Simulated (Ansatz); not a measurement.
# CdS (Greenockite): the cost of one run

Method: DFT, PBE, plane-wave PAW, default files, scalar-relativistic, frozen cores, as far as a step names no other, in Ansatz 0.2.0.

## (1) Starting point

The structure is hexagonal, space group P6_3mc (No. 186). The conventional cell has a = 4.150 Å, b = 4.150 Å, c = 6.737 Å, α = 90.00°, β = 90.00°, γ = 120.00°. Around Cd (site symmetry 3m) lie 4 S at 2.53 to 2.54 Å. S (site symmetry 3m) is surrounded by 4 Cd at 2.53 to 2.54 Å.

Coordinates:

```
Cd S
1.0
     4.15000    0.00000    0.00000
    -2.07500    3.59401    0.00000
     0.00000    0.00000    6.73700
Cd S
2 2
Direct
  0.33333 0.66667 0.00000
  0.66667 0.33333 0.50000
  0.33333 0.66667 0.37500
  0.66667 0.33333 0.87500
```

The earlier run gave: gap on the mesh 1.20 eV, largest force 0.068 eV/Å, pressure 2.1 GPa.

Site by site (atoms counted from 1):

| site | atoms | first shell | V_zz (10²¹ V/m²) | η | C_Q (MHz) |
| --- | --- | --- | --- | --- | --- |
| Cd | 1, 2 | 4 S at 2.53–2.54 Å | -0.37 | 0.00 | – |
| S | 3, 4 | 4 Cd at 2.53–2.54 Å | 0.11 | 0.00 | -0.180 (³³S) |

C_Q = eQV_zz/h, which is 24.18 MHz for Q = 1 b and V_zz = 10²¹ V/m²; η = (V_xx − V_yy)/V_zz. Nuclear quadrupole moments: year-2017 set (Pyykkö). A dash under C_Q marks elements without a common quadrupolar isotope.

## (2) Z stretched by +3 %, ions relaxed

Contents of input.yaml:

```yaml
crystal:
  lattice:
    - [4.15, 0.0, 0.0]
    - [-2.075, 3.5940054257, 0.0]
    - [0.0, 0.0, 6.93911]
  atoms:
    - { symbol: Cd, position: [0.3333333333, 0.6666666667, -0.0010297073] }
    - { symbol: Cd, position: [0.6666666667, 0.3333333333, 0.4989702927] }
    - { symbol: S, position: [0.3333333333, 0.6666666667, 0.3760297073] }
    - { symbol: S, position: [0.6666666667, 0.3333333333, 0.8760297073] }
kpoints:
  mp_grid: { grid: [12, 12, 7] }
scf:
  occupations: { method: fermi_dirac, width: 0.02 }
hamiltonian:
  xc: pbe
  pseudopotentials: { kind: paw, frozen_core: stored }
output:
  forces: true
  stress: true
  populations: true
  efg: { quadrupole_moments_barn: { S: -0.0694 } }
relax:
  f_tol: 0.02
  max_steps: 60
```

The run is started by

```
> ansatz run input.yaml --threads 1 --pin off --max-ram 3072MiB --backend cpu --events-out ev --progress --plain --runs-dir out
```

What time and memory should one allow on 1 thread of Intel Xeon at 2.50GHz (Skylake/Cascade Lake), shared host?

About 88 s, with a peak of 0.55 GiB.
